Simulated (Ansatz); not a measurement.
# Equation of state of Ni

```
CELL_PARAMETERS angstrom
0.00000 1.76795 1.76795
1.76795 0.00000 1.76795
1.76795 1.76795 0.00000
ATOMIC_POSITIONS crystal
Ni 0.00000 0.00000 0.00000
```

The cell comes from COD entry 2100640, which wasn't checked; take it as a given geometry.

Levels of theory: DFT, PBE, all-electron LAPW, scalar-relativistic (Ansatz 0.2.0); DFT, PBE, PAW with Ansatz's default frozen-core files, scalar-relativistic (Ansatz 0.2.0).

For LAPW: a Γ-centred 20×20×20 k mesh, Fermi–Dirac smearing of 0.05 eV, basis error target 0.25 meV/atom, spin-polarised from start moments Ni 1.5 μB. PAW takes a cutoff of 420 eV at this cell. The Ansatz runs share mesh, smearing and spin set-up. Plane-wave (PAW) pressures include the program's estimate of the Pulay term.

The cell above is scaled evenly, with fractional coordinates and shape held.

```tsv
V/V(cell)	V (Å³/atom)	P, LAPW (GPa)	P, PAW (GPa)	moment, LAPW (μB)
0.9400	10.389	10.56	10.60	0.63
0.9500	10.499	7.98	8.02	0.63
0.9600	10.610	5.56	5.59	0.63
0.9750	10.776	2.17	2.21	0.64
0.9800	10.831	1.11	1.14	0.64
0.9900	10.941	-0.92	-0.89	0.64
1.0000	11.052	-2.83	-2.80	0.64
1.0100	11.162	-4.63	-4.60	0.64
1.0200	11.273	-6.32	-6.30	0.64
1.0250	11.328	-7.13	-7.11	0.64
1.0400	11.494	-9.42	-9.40	0.65
1.0500	11.605	-10.83	-10.81	0.65
1.0600	11.715	-12.16	-12.14	0.65
```

(1) What do Birch–Murnaghan fits to the pressures give?

## Answers

(1) LAPW: V0 = 10.89 Å³/atom, B0 = 199 GPa, B0′ = 4.9; PAW: V0 = 10.89 Å³/atom, B0 = 199 GPa, B0′ = 4.9.
